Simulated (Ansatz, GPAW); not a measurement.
This is a calculation of Co for GPAW 26.7.0 (ASE script). 

run.py

```python
from ase import Atoms
from ase.dft.bandgap import bandgap
from ase.io import write
from ase.units import Bohr, GPa
from gpaw import GPAW, PW, setup_paths
from gpaw.elf import elf_from_dft_calculation

setup_paths.insert(0, '.')

atoms = Atoms(['Co', 'Co'],
              cell=[[2.4719999032, 0.0, 0.0],
                    [-1.2359999516, 2.1408147143, 0.0],
                    [0.0, 0.0, 4.02114408]],
              scaled_positions=[[0.6666666667, 0.3333333333, 0.75],
                                [0.3333333333, 0.6666666667, 0.25]],
              pbc=True)
atoms.set_initial_magnetic_moments([2.0, 2.0])

calc = GPAW(mode=PW(600),
            xc='PBEsol',
            kpts={'size': (12, 12, 7), 'gamma': True},
            occupations={'name': 'methfessel-paxton', 'order': 0, 'width': 0.02},
            nbands=21,
            convergence={'density': 1e-05, 'energy': 1e-05},
            maxiter=150,
            txt='gpaw.txt')
atoms.calc = calc
energy = atoms.get_potential_energy()
forces = atoms.get_forces()
stress = atoms.get_stress()
calc.write('gs.gpw')
write('result.traj', atoms)
print(f'Energy: {energy:.6f} eV')
print('Forces (eV/A):')
print(forces.round(4))
print('Stress (GPa):', (stress / GPa).round(3))
print('Moments:', calc.get_magnetic_moments().round(3))
print('Fermi level:', round(calc.get_fermi_level(), 4), 'eV')
print(f'Gap: {bandgap(calc)[0]:.4f} eV, direct: {bandgap(calc, direct=True)[0]:.4f} eV')

# fields on the real-space grid
write('density.cube', atoms, data=calc.get_pseudo_density() * Bohr**3)
write('potential.cube', atoms, data=calc.get_electrostatic_potential())
write('spin.cube', atoms, data=(calc.get_pseudo_density(spin=0) - calc.get_pseudo_density(spin=1)) * Bohr**3)
write('elf.cube', atoms, data=elf_from_dft_calculation(calc).data)
```

Potentials or basis: PAW data sets generated in the run's folder for this functional, pw.

Run with:

```console
$ gpaw-setup -f PBEsol Co
$ OMP_NUM_THREADS=1 python run.py
```

Q: Set up the same calculation for Ansatz 0.2.0. Potentials or basis there: all-electron LAPW, scalar-relativistic.

A: As run (cutoffs and basis follow the program's own potentials, and thresholds, step limits or extra output files can differ):

input.yaml

```yaml
crystal:
  lattice:
    - [2.4719999032, 0.0, 0.0]
    - [-1.2359999516, 2.1408147143, 0.0]
    - [0.0, 0.0, 4.02114408]
  atoms:
    - { symbol: Co, position: [0.6666666667, 0.3333333333, 0.75], spin: 2.0 }
    - { symbol: Co, position: [0.3333333333, 0.6666666667, 0.25], spin: 2.0 }
kpoints:
  mp_grid: { grid: [12, 12, 7] }
scf:
  occupations: { method: gaussian, width: 0.02 }
hamiltonian:
  xc: pbesol
  pseudopotentials: { kind: all_electron, lapw: { basis_error: 0.001 } }
magnetization:
  spin_polarized: true
output:
  forces: true
  stress: true
  eigenvalues: true
```

Potentials or basis: all-electron LAPW, scalar-relativistic.

Command:

```sh
$ ansatz run input.yaml --threads 2 --pin off --max-ram 6144MiB --backend cpu --events-out ev --progress --plain --runs-dir out
```

Both were run:

|  | GPAW | Ansatz |
| --- | --- | --- |
| Pressure | -5.4 GPa | -5.9 GPa |
| Net moment | 3.19 μB per cell | 3.20 μB per cell |

Where Ansatz's input types no cutoff or centring, it takes its own default and a Γ-centred mesh.

The magnetic state is the one that the start led to; the real crystal's order can differ.

Pressure is positive in compression.
